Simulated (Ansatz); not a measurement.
# Preparing GaN (P6_3mc) as a host crystal, part 3 of 3

Aim: the runs on the perfect crystal GaN (P6_3mc) that a defect calculation needs first.

Ansatz 0.2.0; plane-wave PAW DFT, r2SCAN; relaxation of the host's cell and atoms; PAW set soft_1 (the session's first sound run).

So far. Step 3 (Dielectric tensors of the host): The principal values of the electronic dielectric tensor are 5.83, 5.83 and 6.02. The principal values of the static dielectric tensor are 10.10, 10.10 and 11.19.

## 8. Defect free supercell at the quarter point

Level of this step: plane-wave PAW DFT, r2SCAN; single point of the defect-free host, a test of the k-point sampling; PAW set soft_1 (Ansatz).

The supercell is run at one point off the zone centre, to see how far that sampling misses the dense mesh.

pristine.sampling_quarter/input.yaml

```yaml
crystal:
  lattice:
    - [9.5498178172, 0.0, 0.0]
    - [-4.7749089086, 8.2703848312, 0.0]
    - [0.0, 0.0, 10.3676634614]
  atoms:
    - { symbol: Ga, position: [0.2222222222, 0.1111111111, 0.2495531182] }
    - { symbol: Ga, position: [0.1111111111, 0.2222222222, 0.4995531182] }
    - { symbol: "N", position: [0.2222222222, 0.1111111111, 0.4379468818] }
    - { symbol: "N", position: [0.1111111111, 0.2222222222, 0.1879468818] }
    - { symbol: Ga, position: [0.2222222222, 0.1111111111, 0.7495531182] }
    - { symbol: Ga, position: [0.1111111111, 0.2222222222, 0.9995531182] }
    - { symbol: "N", position: [0.2222222222, 0.1111111111, 0.9379468818] }
    - { symbol: "N", position: [0.1111111111, 0.2222222222, 0.6879468818] }
    - { symbol: Ga, position: [0.2222222222, 0.4444444444, 0.2495531182] }
    - { symbol: Ga, position: [0.1111111111, 0.5555555556, 0.4995531182] }
    - { symbol: "N", position: [0.2222222222, 0.4444444444, 0.4379468818] }
    - { symbol: "N", position: [0.1111111111, 0.5555555556, 0.1879468818] }
    - { symbol: Ga, position: [0.2222222222, 0.4444444444, 0.7495531182] }
    - { symbol: Ga, position: [0.1111111111, 0.5555555556, 0.9995531182] }
    - { symbol: "N", position: [0.2222222222, 0.4444444444, 0.9379468818] }
    - { symbol: "N", position: [0.1111111111, 0.5555555556, 0.6879468818] }
    - { symbol: Ga, position: [0.2222222222, 0.7777777778, 0.2495531182] }
    - { symbol: Ga, position: [0.1111111111, 0.8888888889, 0.4995531182] }
    - { symbol: "N", position: [0.2222222222, 0.7777777778, 0.4379468818] }
    - { symbol: "N", position: [0.1111111111, 0.8888888889, 0.1879468818] }
    - { symbol: Ga, position: [0.2222222222, 0.7777777778, 0.7495531182] }
    - { symbol: Ga, position: [0.1111111111, 0.8888888889, 0.9995531182] }
    - { symbol: "N", position: [0.2222222222, 0.7777777778, 0.9379468818] }
    - { symbol: "N", position: [0.1111111111, 0.8888888889, 0.6879468818] }
    - { symbol: Ga, position: [0.5555555556, 0.1111111111, 0.2495531182] }
    - { symbol: Ga, position: [0.4444444444, 0.2222222222, 0.4995531182] }
    - { symbol: "N", position: [0.5555555556, 0.1111111111, 0.4379468818] }
    - { symbol: "N", position: [0.4444444444, 0.2222222222, 0.1879468818] }
    - { symbol: Ga, position: [0.5555555556, 0.1111111111, 0.7495531182] }
    - { symbol: Ga, position: [0.4444444444, 0.2222222222, 0.9995531182] }
    - { symbol: "N", position: [0.5555555556, 0.1111111111, 0.9379468818] }
    - { symbol: "N", position: [0.4444444444, 0.2222222222, 0.6879468818] }
    - { symbol: Ga, position: [0.5555555556, 0.4444444444, 0.2495531182] }
    - { symbol: Ga, position: [0.4444444444, 0.5555555556, 0.4995531182] }
    - { symbol: "N", position: [0.5555555556, 0.4444444444, 0.4379468818] }
    - { symbol: "N", position: [0.4444444444, 0.5555555556, 0.1879468818] }
    - { symbol: Ga, position: [0.5555555556, 0.4444444444, 0.7495531182] }
    - { symbol: Ga, position: [0.4444444444, 0.5555555556, 0.9995531182] }
    - { symbol: "N", position: [0.5555555556, 0.4444444444, 0.9379468818] }
    - { symbol: "N", position: [0.4444444444, 0.5555555556, 0.6879468818] }
    - { symbol: Ga, position: [0.5555555556, 0.7777777778, 0.2495531182] }
    - { symbol: Ga, position: [0.4444444444, 0.8888888889, 0.4995531182] }
    - { symbol: "N", position: [0.5555555556, 0.7777777778, 0.4379468818] }
    - { symbol: "N", position: [0.4444444444, 0.8888888889, 0.1879468818] }
    - { symbol: Ga, position: [0.5555555556, 0.7777777778, 0.7495531182] }
    - { symbol: Ga, position: [0.4444444444, 0.8888888889, 0.9995531182] }
    - { symbol: "N", position: [0.5555555556, 0.7777777778, 0.9379468818] }
    - { symbol: "N", position: [0.4444444444, 0.8888888889, 0.6879468818] }
    - { symbol: Ga, position: [0.8888888889, 0.1111111111, 0.2495531182] }
    - { symbol: Ga, position: [0.7777777778, 0.2222222222, 0.4995531182] }
    - { symbol: "N", position: [0.8888888889, 0.1111111111, 0.4379468818] }
    - { symbol: "N", position: [0.7777777778, 0.2222222222, 0.1879468818] }
    - { symbol: Ga, position: [0.8888888889, 0.1111111111, 0.7495531182] }
    - { symbol: Ga, position: [0.7777777778, 0.2222222222, 0.9995531182] }
    - { symbol: "N", position: [0.8888888889, 0.1111111111, 0.9379468818] }
    - { symbol: "N", position: [0.7777777778, 0.2222222222, 0.6879468818] }
    - { symbol: Ga, position: [0.8888888889, 0.4444444444, 0.2495531182] }
    - { symbol: Ga, position: [0.7777777778, 0.5555555556, 0.4995531182] }
    - { symbol: "N", position: [0.8888888889, 0.4444444444, 0.4379468818] }
    - { symbol: "N", position: [0.7777777778, 0.5555555556, 0.1879468818] }
    - { symbol: Ga, position: [0.8888888889, 0.4444444444, 0.7495531182] }
    - { symbol: Ga, position: [0.7777777778, 0.5555555556, 0.9995531182] }
    - { symbol: "N", position: [0.8888888889, 0.4444444444, 0.9379468818] }
    - { symbol: "N", position: [0.7777777778, 0.5555555556, 0.6879468818] }
    - { symbol: Ga, position: [0.8888888889, 0.7777777778, 0.2495531182] }
    - { symbol: Ga, position: [0.7777777778, 0.8888888889, 0.4995531182] }
    - { symbol: "N", position: [0.8888888889, 0.7777777778, 0.4379468818] }
    - { symbol: "N", position: [0.7777777778, 0.8888888889, 0.1879468818] }
    - { symbol: Ga, position: [0.8888888889, 0.7777777778, 0.7495531182] }
    - { symbol: Ga, position: [0.7777777778, 0.8888888889, 0.9995531182] }
    - { symbol: "N", position: [0.8888888889, 0.7777777778, 0.9379468818] }
    - { symbol: "N", position: [0.7777777778, 0.8888888889, 0.6879468818] }
basis:
  ecutwfc: 500
  xc_grid: 2
hamiltonian:
  xc: r2scan
  pseudopotentials: { kind: paw, azcp: { folder: soft_1 } }
kpoints:
  mp_grid: { grid: [1, 1, 1], shift: [0.25, 0.25, 0.25] }
scf:
  occupations: { method: fermi_dirac, width: 0.01 }
  max_iter: 100
  lower_state_search: "off"
checkpoint:
  write: "../pristine.sampling_quarter.run"
  compress: false
  write_wavefunctions: false
  write_every: 100000
```

The run is started by

```bash
$ ansatz run input.yaml --threads 32 --pin off --max-ram 84787MiB --backend cuda --events-out ev --progress --plain --runs-dir out --max-vram 78GiB
```

Numbers of over 12 decimals in the logs are rounded to 6 here.

The program printed:

```text
[...]
GPU FFT provider: cuFFT
GPU libraries: cuBLAS 13.8.1, cuFFT 12.4.0, cuSOLVER 12.3.2
[...]
Crystal: 72 atoms, lattice volume = 818.845 Å³
Basis set: ecut = 500 eV, 20899 PW (Γ), exchange–correlation on 144×144×160 points (8 copies of the dense FFT grid, shifted against one another)
Bands: 396, of which v1, the nominal top of the filled ones, is band 324 counted from 1 (323 counted from 0)
Symmetry: 36 space group operations
k-points: 1
[...]
GPU buffer pool allocated for 414720 grid points (all kernels)
[...]
SCF iter   1: F=-150320.435810 eV  HF=-150368.505536 eV  |Δ(HF+E_count)|=         —  Δρ=1.15e-1  dr2=8.74e1  dr2_τ=1.02e1  Hψ=1353
[...]
SCF iter  10: F=-150351.680114 eV  HF=-150351.680114 eV  |Δ(HF+E_count)|=   5.05e-8  Δρ=7.37e-7  dr2=3.99e-9  dr2_τ=8.35e-11  Hψ=703
SCF 1 converged in 10 iterations: F = -150351.680114 eV  dr2 = 3.99e-9
[...]
SCF converged after 10 iterations
Free energy (F): -150351.680114 eV
[...]
Internal energy: -150351.680114 eV  (E = F + TS)
E sigma→0 (E₀):  -150351.680114 eV
Fermi energy:    11.224392 eV
[...]
```

Elapsed: 1.9 s, on 1 × NVIDIA GB200 with 32 threads of Arm Neoverse V2, shared host; peak memory 1.3 GiB.

## 9. Outcome

```
primitive cell vectors, lengths                                      : 3.183, 3.183, 5.184 Å
electronic dielectric constant                                       : principal values (5.83, 5.83, 6.02)
static dielectric constant                                           : principal values (10.10, 10.10, 11.19)
gap on the k-mesh of the response run (PBEsol)                       : 1.88 eV
supercell relaxed in its symmetry less the displaced and relaxed one : 0.000 eV
energy an atom at the zone centre alone less that on the dense mesh  : 0.072 eV
energy an atom at one point at (¼, ¼, ¼) less that on the dense mesh : -0.023 eV
```

What this shows: Step 5: The energy fell by 2.324 eV from the randomly displaced start; the atoms end within 0.005 Å of the sites as typed, once the mean shift is taken out. The displaced cell ends within 0.01 eV of the symmetric one relaxed in its symmetry, so no lower structure shows in this supercell. The k-mesh can miss the band edges, so this gap is an upper bound at this level. All at zero temperature.

[Logs are printed without paths, hosts, clocks, repeated set-up lines and the standing remarks that a program may print on its own settings, such as how far it seeks lower states.]

[Hosts, paths, dates, database ids (printed as entryN), source tags and the programs' standing remarks are cut or masked in the printed files.]

[Runs of the host that timed out are not shown.]

[For some hosts the program warned that the k-mesh of the response run may be too coarse for force constants and the static dielectric constant; such warnings are not always shown.]

[The program warned that the k-mesh of a response run behind this text may be too coarse: force constants, and the static dielectric constant and all else formed from them, are not shown converged.]
